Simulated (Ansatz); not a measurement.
LaAlO3 with two functionals, pressure 1.8 GPa

Base system: LaAlO$_{3}$ (space group R-3c, No. 167; a = 5.412 Å, c = 13.193 Å (hexagonal axes)).

(Cell as relaxed with PBE.)

Levels (all Ansatz, an electronic-structure program, PAW, earlier PAW set): PBE (420 eV, no spin-orbit coupling); r2SCAN (500 eV, no spin-orbit coupling).

Each level relaxes its own structure.

```csv
base,PBE,r2SCAN
volume per atom,11.16 Å³,10.90 Å³
lattice parameter a,5.412 Å,5.367 Å
band gap,4.02 eV,4.38 eV
```

The change: cell and atoms relaxed at a pressure of 1.8 GPa.

```csv
quantity,PBE,r2SCAN
lattice parameter a,5.395 Å,5.351 Å
c/a ratio,2.438,2.443
band gap,4.01 eV,4.37 eV
smallest direct gap,4.06 eV,4.42 eV
```

PBE's lattice parameter a lies 0.044 Å above r2SCAN's (0.8 %); PBE's c/a ratio lies 0.005 below r2SCAN's; PBE's band gap lies 0.36 eV below r2SCAN's; PBE's smallest direct gap lies 0.36 eV below r2SCAN's. Neither level is exact; r2SCAN is the comparison here, not a measurement.

Load acts through the strain it causes; cell and atoms are relaxed under it. Stability against distortions was not tested.
